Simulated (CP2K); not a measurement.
Crystal: C.

```
C
1.0
     2.52207    0.00000    0.00000
     1.26103    2.18417    0.00000
     1.26103    0.72806    2.05926
C
2
Direct
  0.75000 0.75000 0.75000
  0.50000 0.50000 0.50000
```

This isn't the form of C at room conditions, which is graphite.

Base run:

```yaml
Program: CP2K 2026.2
Functional: PBE
Potentials_or_basis: GTH_POTENTIALS C GTH-PADE-q4; DZVP-MOLOPT-SR-GTH basis
Density_cutoff: 6123 eV
k_mesh: 13 × 13 × 13
Occupations: fermi-dirac, width 0.05 eV
Spin: no spin polarisation
```

Its results: band gap on the k mesh 4.47 eV, indirect (least direct gap 5.63 eV); pressure -8.6 GPa.

Task: The run is repeated on the same cell with these changes: potentials or basis from GTH_POTENTIALS C GTH-PADE-q4; DZVP-MOLOPT-SR-GTH basis to GTH_POTENTIALS C GTH-BLYP-q4; DZVP-MOLOPT-SR-GTH basis; potentials from C GTH-PADE-q4 of GTH_POTENTIALS to C GTH-BLYP-q4 of GTH_POTENTIALS. What comes out?

Result: Band gap on the k mesh 4.34 eV, indirect (least direct gap 5.60 eV); pressure 1.8 GPa.

Caveats: the potentials were made for another functional, which shifts forces and pressure; the basis of atomic orbitals isn't converged, which shifts pressures, moduli and gaps.

Not every run made on this cell is shown here.
